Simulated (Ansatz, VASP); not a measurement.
**Two plane-wave programs on C**

File INCAR:

```
SYSTEM = C
  PREC = Accurate
  ENCUT = 600
  EDIFF = 1E-6
  ISMEAR = 0
  SIGMA = 0.01
  LREAL = .FALSE.
  LASPH = .TRUE.
  NELM = 100
  ALGO = Normal
  ISIF = 3
  LWAVE = .FALSE.
  LCHARG = .FALSE.
  GGA = CA
  IBRION = 2
  NSW = 80
  EDIFFG = -0.002
```

File KPOINTS:

```
Automatic mesh
0
G
  12 12 12
  0 0 0
```

The input POSCAR:

```
C
1.0
    0.0000000000      1.7833700000      1.7833700000
    1.7833700000      0.0000000000      1.7833700000
    1.7833700000      1.7833700000      0.0000000000
C
2
Direct
    0.0000000000      0.0000000000      0.0000000000
    0.2500000000      0.2500000000      0.2500000000
```

Input for Ansatz:

```yaml
crystal:
  lattice:
    - [0.0, 1.78337, 1.78337]
    - [1.78337, 0.0, 1.78337]
    - [1.78337, 1.78337, 0.0]
  atoms:
    - { symbol: C, position: [0.0, 0.0, 0.0] }
    - { symbol: C, position: [0.25, 0.25, 0.25] }
scf:
  occupations: { method: fixed }
output:
  forces: true
  stress: true
hamiltonian:
  xc: lda
kpoints:
  mp_grid: { grid: [12, 12, 12] }
relax:
  f_tol: 0.002
  cell: { stress_tol: 0.02 }
```

Alike in both runs: task relaxation of cell and atoms; functional LDA; k mesh 12 × 12 × 12; no spin polarisation.

|  | VASP | Ansatz |
| --- | --- | --- |
| version | VASP 6.6.1 | Ansatz 0.2.0 |
| potentials or method | VASP PAW LDA potentials, release 64 (C) | scalar-relativistic, plane waves, PAW |
| plane-wave cutoff (eV) | 600 | 420 |
| occupations | gaussian, width 0.01 eV | fixed |
| valence electrons in the cell | 8 | 8 |

```tsv
	VASP	Ansatz	Ansatz less VASP
relaxed volume (Å³/atom)	5.52	5.51	-0.009
relaxed cell length with the largest relative difference (Å)	2.499	2.497	-0.0013
energy change over the relaxation (meV/atom)	-6	-7	-0.7
```

LDA usually gives volumes a few per cent too small. Zero-point motion and thermal expansion aren't in these numbers.
